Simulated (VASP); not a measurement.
Input of a VASP 6.6.1 run:

Contents of INCAR:

```
SYSTEM = WC
  PREC = Accurate
  ENCUT = 680
  EDIFF = 1E-6
  ISMEAR = -1
  SIGMA = 0.05
  LREAL = .False.
  LASPH = .True.
  NELM = 100
  ALGO = Normal
  ISIF = 3
  LWAVE = .False.
  LCHARG = .False.
  GGA = PE
  IBRION = 2
  NSW = 60
  EDIFFG = -0.005
```

KPOINTS

```
Automatic mesh
0
Gamma
  10 10 9
  0 0 0
```

POSCAR

```
WC
1.0
    2.9065000000      0.0000000000      0.0000000000
   -1.4532500000      2.5171028361      0.0000000000
    0.0000000000      0.0000000000      2.8366000000
W C
1 1
Direct
    0.0000000000      0.0000000000      0.0000000000
    0.6666666667      0.3333333333      0.5000000000
```

Potentials or basis: VASP PAW PBE potentials, release 64 (W_sv_GW, C_GW).

Command:

```sh
$ cat potpaw_PBE.64/W_sv_GW/POTCAR potpaw_PBE.64/C_GW/POTCAR > POTCAR
$ mpirun -np 1 vasp_std > vasp.out
```

(1) Predict the relaxed volume.

(2) What does it give for the space group after relaxing (to 0.05 Å)?

## Answers

(1) 10.52 Å³/atom.

(2) P-6m2 (No. 187).
